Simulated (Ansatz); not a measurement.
# Pb: the order of phases at one pressure

Aim: bring Pb in several structures (fcc, bcc, hcp, diamond, sc, simple hexagonal) to one pressure and rank them by enthalpy. The pressure is set by scaling the first phase. The runs shown use PAW.

Computed with Ansatz 0.2.0 (DFT, PBE, PAW with Ansatz's default frozen-core files, scalar-relativistic, unless a step's input says otherwise).

### 1 The system as given

The structure is cubic, space group Fm-3m (No. 225). The conventional cell has a = 5.035 Å, b = 5.035 Å, c = 5.035 Å, α = 90.00°, β = 90.00°, γ = 90.00°. Pb (site symmetry m-3m) has 12 Pb at 3.56 Å in its first shell of neighbours.

Coordinates:

```cif
data_structure
_symmetry_space_group_name_H-M 'Fm-3m'
_symmetry_Int_Tables_number 225
_cell_length_a 5.0352
_cell_length_b 5.0352
_cell_length_c 5.0352
_cell_angle_alpha 90.000
_cell_angle_beta 90.000
_cell_angle_gamma 90.000
_cell_volume 127.66
loop_
_atom_site_label
_atom_site_type_symbol
_atom_site_symmetry_multiplicity
_atom_site_Wyckoff_symbol
_atom_site_fract_x
_atom_site_fract_y
_atom_site_fract_z
_atom_site_occupancy
Pb1 Pb 4 a 0.00000 0.00000 0.00000 1
```

The file gives the conventional cell by its symmetry; the runs use the cell typed in the input.

### 2 Cell relaxed at zero pressure, PAW

input.yaml reads:

```yaml
crystal:
  lattice:
    - [0.0, 2.517582716, 2.517582716]
    - [2.517582716, 0.0, 2.517582716]
    - [2.517582716, 2.517582716, 0.0]
  atoms:
    - { symbol: Pb, position: [0.0, 0.0, 0.0] }
kpoints:
  mp_grid: { grid: [14, 14, 14] }
scf:
  occupations: { method: fermi_dirac, width: 0.05 }
hamiltonian:
  xc: pbe
  pseudopotentials: { kind: paw }
output:
  forces: true
  stress: true
relax:
  f_tol: 0.005
  max_steps: 40
  cell: {}
```

Command:

```console
$ ansatz run input.yaml --threads 1 --pin off --max-ram 3584MiB --backend cpu --events-out ev --progress --plain --runs-dir out
```

After this run come: Volume scaled by 0.613, to set the pressure, PAW; Fcc relaxed under pressure, PAW; Bcc relaxed under pressure, PAW; Hcp relaxed under pressure, PAW; Diamond relaxed under pressure, PAW; Sc relaxed under pressure, PAW; Simple hexagonal relaxed under pressure, PAW.

**Question.** What will these runs give? Wanted: pressure; lowest.

**Answer**, as computed:

| quantity | value |
| --- | --- |
| pressure | 64 GPa |
| lowest (PAW) | hcp, 27.7 meV/atom under bcc |

By PAW the order is hcp < bcc < fcc < simple hexagonal < sc < diamond. Only these structures were tried, with electrons smeared by 0.05 eV and without vibrations, so the true ground state may be another. The k meshes differ between phases and weren't tested, which can move differences by some meV. Spin-orbit coupling is left out, though the cell holds Pb; in elements this heavy it can shift bands and gaps by tenths of an eV.
